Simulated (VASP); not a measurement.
Input of a VASP 6.6.1 run:

INCAR

```
SYSTEM = Os
PREC = Accurate ; ENCUT = 600
EDIFF = 1E-7 ; ISMEAR = 0
SIGMA = 0.1 ; LREAL = .False.
LASPH = .True. ; NELM = 80
ALGO = Normal ; ISIF = 3
LWAVE = .False. ; LCHARG = .False.
GGA = RP ; IBRION = 2
NSW = 90 ; EDIFFG = -0.005
```

KPOINTS

```
regular mesh
0
Gamma
  18 18 18
  0 0 0
```

POSCAR

```
Os
1.0
    0.0000000000      1.9129311800      1.9129311800
    1.9129311800      0.0000000000      1.9129311800
    1.9129311800      1.9129311800      0.0000000000
Os
1
Direct
    0.0000000000      0.0000000000      0.0000000000
```

Potentials or basis: VASP PAW PBE potentials, release 64 (Os).

Command:

```sh
$ cat potpaw_PBE.64/Os/POTCAR > POTCAR
$ mpirun -np 1 vasp_std > vasp.out
```

(1) Predict the relaxed volume.

(2) Estimate the band gap on the k mesh.

(3) Predict the space group after relaxing (to 0.05 Å).

(4) What does it give for the relaxed cell?

## Answers

(1) 14.47 Å³/atom.

(2) none (metal or under the smearing width).

(3) Fm-3m (No. 225).

(4) a = 2.735 Å, b = 2.735 Å, c = 2.735 Å, α = 60.00°, β = 60.00°, γ = 60.00°.

Caveat: the PAW data sets were made with another functional, which shifts forces and pressure a little.
